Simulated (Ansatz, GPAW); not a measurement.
Rh: 3 runs at one level of theory

```xyz
1
Lattice="0.0000 1.8979 1.8979 1.8979 0.0000 1.8979 1.8979 1.8979 0.0000" Properties=species:S:1:pos:R:3 pbc="T T T"
Rh    0.0000    0.0000    0.0000
```

Alike in all runs: task band structure; functional RPBE; k mesh 12 × 12 × 12; occupations fermi-dirac, width 0.05 eV; no spin polarisation; no spin-orbit coupling. Pressure is positive in compression and, in plane waves, holds the error of the finite cutoff, which Ansatz's Pulay term estimates and takes out.

```json
{"program and potentials": "Ansatz, Ansatz PAW", "plane-wave cutoff (eV)": "420", "notes": "potentials made for PBE, which Ansatz adapts in part; 17 valence electrons an atom on average; Pulay term of +0.14 GPa included", "pressure (GPa)": "12.01"}
{"program and potentials": "Ansatz, all-electron LAPW, scalar-relativistic", "plane-wave cutoff (eV)": "-", "notes": "-", "pressure (GPa)": "11.97"}
{"program and potentials": "GPAW, the program's PAW data sets (release 1.2.1) made for this functional", "plane-wave cutoff (eV)": "600", "notes": "15 valence electrons an atom on average", "pressure (GPa)": "14.53"}
```

The pressure spans 11.97 (Ansatz, all-electron LAPW, scalar-relativistic) to 14.53 GPa (GPAW, the program's PAW data sets (release 1.2.1) made for this functional), with all-electron results at 11.97. Some sets were made for another functional than the one run, which can shift their rows. The cell lies far from this level's equilibrium.

The functional is the same throughout but for its coding, so the spread measures potentials, basis and numerics; runs on potential files found faulty are left out.

All three runs put fcc rhodium under compression, although the cell is close to the metal's measured lattice constant, where the real crystal is nearly stress-free. The pressure therefore reflects the functional rather than any real load on the metal. RPBE's stronger gradient enhancement of exchange favours inhomogeneous densities, which weakens the metallic bond and shifts the energy minimum to a larger volume. Rhodium makes this error conspicuous: its d band is well past half filling, with a good part of the antibonding states occupied, but the net d bonding is still strong and the lattice is stiff, so a small mismatch in length costs a large stress.

The Ansatz PAW value of 12.01 GPa nearly matches the all-electron 11.97 GPa, so using PBE potentials does little visible harm to the pressure here. GPAW's 14.53 GPa stands apart, possibly because its data set treats fewer electrons as valence. The sign of the pressure, and hence the underbinding, is unaffected by this spread. A single volume, however, fixes neither the equilibrium lattice constant nor the bulk modulus.
